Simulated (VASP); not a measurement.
The system is ZnS (Wurtzite-4H).

```
Zn S
1.0
     3.82270    0.00000    0.00000
    -1.91135    3.31056    0.00000
     0.00000    0.00000   12.52000
Zn S
4 4
Direct
  0.66667 0.33333 0.75000
  0.33333 0.66667 0.25000
  0.00000 0.00000 0.50000
  0.00000 0.00000 0.00000
  0.66667 0.33333 0.93750
  0.33333 0.66667 0.43750
  0.00000 0.00000 0.68750
  0.00000 0.00000 0.18750
```

| Item | Value |
| --- | --- |
| Program | VASP 6.6.1 |
| Task | relaxation of cell and atoms |
| Functional | PBEsol |
| Dispersion | D3 |
| Potentials or basis | VASP PAW PBE potentials, release 64 (Zn, S) |
| Cutoff | 600 eV |
| k mesh | 8 × 8 × 3 |
| Occupations | fermi-dirac, width 0.05 eV |
| Spin | no spin polarisation |

At the start: pressure -4.2 GPa; volume 19.81 Å³/atom.

How do energy, volume and symmetry change on relaxing?

Over 8 steps the energy falls by 14.5 meV/atom and the volume is 18.75 Å³/atom (-5.3 %); space group P6_3mc (No. 186, to 0.05 Å).

The path:
```
step  energy change (eV)  largest force (eV/Å)  pressure (GPa)  volume (Å³)
   1              0.0000                0.0303           -4.17       158.44
   2             -0.0974                0.0205            1.78       146.90
   3             -0.1157                0.0244            0.01       149.99
   4             -0.1157                0.0243           -0.05       150.15
   5             -0.1158                0.0076           -0.07       150.15
   6             -0.1158                0.0016           -0.07       150.15
   7             -0.1158                0.0018            0.03       149.98
   8             -0.1158                0.0017            0.00       150.03
```

Final structure:
```
Zn S
1.0
     3.75520    0.00000    0.00000
    -1.87760    3.25210    0.00000
     0.00000    0.00000   12.28522
Zn S
4 4
Direct
  0.66667 0.33333 0.75003
  0.33333 0.66667 0.25003
  0.00000 0.00000 0.50009
  0.00000 0.00000 0.00009
  0.66667 0.33333 0.93760
  0.33333 0.66667 0.43760
  0.00000 0.00000 0.68728
  0.00000 0.00000 0.18728
```

Caveat: the PAW data sets were made with another functional, which shifts forces and pressure a little.
